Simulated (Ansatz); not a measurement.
KTaO₃ (cubic perovskite), relaxed with r2SCAN in Ansatz 0.2.0. It is cubic, Pm-3m (No. 221); conventional cell a = 3.990 Å, 12.71 Å³ an atom. K has 12 O at 2.82 Å; Ta has 6 O at 2.00 Å; O has 2 Ta at 2.00 Å and 4 K at 2.82 Å.

The axes x, y and z are those of this cell:
```xyz
5
Lattice="3.9901 0.0000 0.0000 0.0000 3.9901 0.0000 0.0000 0.0000 3.9901" Properties=species:S:1:pos:R:3 pbc="T T T"
K     0.0000    0.0000    0.0000
Ta    1.9951    1.9951    1.9951
O     1.9951    1.9951    0.0000
O     1.9951    0.0000    1.9951
O     0.0000    1.9951    1.9951
```

Unstrained: With PBE the valence top lies at R and the conduction bottom at Γ, 2.219 eV higher; the smallest vertical gap, at Γ, is 2.830 eV. With r2SCAN the valence top lies at R and the conduction bottom at Γ, 2.625 eV higher; the smallest vertical gap, at Γ, is 3.265 eV. With HSE06 the valence top lies at R and the conduction bottom at Γ, 3.565 eV higher; the smallest vertical gap, at Γ, is 4.220 eV. Meshes: PBE 6×6×6, r2SCAN 6×6×6, HSE06 4×4×4. Strains are changes of length per length, and xy shears are angles. After each strain the atoms were relaxed again with r2SCAN within the symmetry that the strain leaves, so tilts or polar shifts that break it weren't tested; points keep the names that they have in the unstrained zone. Calculated for a static, non-magnetic cell.

Question: Apply isotropic +1.0 % on every length. How far does the gap move, against the unstrained cell?

Answer: PBE: the gap goes from 2.219 to 2.151 eV (-0.068 eV). r2SCAN: the gap goes from 2.625 to 2.546 eV (-0.079 eV). HSE06: the gap goes from 3.565 to 3.479 eV (-0.086 eV). The r2SCAN energy rises by 7.2 meV an atom.

Question: One strain changed the r2SCAN stress by xx -15.24, yy -15.24, zz -15.24 GPa (compression positive) and the gap by -0.209 eV (PBE), -0.241 eV (r2SCAN), -0.263 eV (HSE06). Which kind of strain was it, and roughly how large?

Answer: Isotropic +3.0 % on every length. The pattern of the stress gives the kind; the size needs the stiffness, so it is an estimate.

Question: For epitaxial -1.5 % in the xy plane, how far does the free direction move, and what happens to the gap?

Answer: The normal strain at zero normal stress is +0.56 %, 0.38 of the in-plane strain with the sign turned. PBE: the gap goes from 2.219 to 2.253 eV (+0.034 eV). r2SCAN: the gap goes from 2.625 to 2.665 eV (+0.040 eV). HSE06: the gap goes from 3.565 to 3.610 eV (+0.045 eV).

Question: One strain changed the r2SCAN stress by xx +0.01, yy +0.01, zz +0.01, xy +1.62 GPa (compression positive) and the gap by -0.028 eV (PBE), -0.029 eV (r2SCAN), -0.029 eV (HSE06). Which kind of strain was it, and roughly how large?

Answer: Xy shear, engineering strain (angle) -1.5 %. The pattern of the stress gives the kind; the size needs the stiffness, so it is an estimate.

Spin-orbit coupling is left out, which matters wherever the heavy atoms make up the band edges.

The meshes of the hybrids are coarse, so their gaps aren't converged to the digits shown.
